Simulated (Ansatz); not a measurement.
Fitting the PBE+D4 energy curve of GaP

```
Ga P
1.0
     0.00000    2.72525    2.72525
     2.72525    0.00000    2.72525
     2.72525    2.72525    0.00000
Ga P
1 1
Direct
  0.00000 0.00000 0.00000
  0.75000 0.75000 0.75000
```

The cell was scaled at fixed shape and fractions and run with Ansatz, Ansatz PAW, cutoff 420 eV; PBE+D4, k mesh 8 × 8 × 8 on the cell of 2 atoms, fermi-dirac occupations of 0.05 eV, no spin polarisation, no spin-orbit coupling. Energies are those that the program minimises, any entropy of the smearing included.

```tsv
V (Å³/atom)	energy over the lowest row (meV/atom)
19.0260	14.927
19.4308	4.937
19.8356	0.140
20.2404	0.000
20.6452	?
21.0500	11.784
21.4548	22.865
```

Fit the third-order Birch-Murnaghan form, give V0, B0 and B′, and predict the energy left open.

With y = (V0/V)^(2/3), E = E0 + (9 V0 B0/16) [(y - 1)³ B′ + (y - 1)² (6 - 4y)]. Least squares through the rows shown give V0 = 20.0488 Å³/atom, E0 = -0.479 meV, B0 = 85.94 GPa (1 eV/Å³ = 160.218 GPa) and B′ = 4.51, with a largest miss of 0.005 meV. At V = 20.6452 the form with these constants gives 4.030 meV; the run gave 4.030 meV an atom. Measured volume: 20.24 Å³/atom at 298 K (a printed reference work), so the fit lies -0.9 % from it. The runs are for a static lattice.
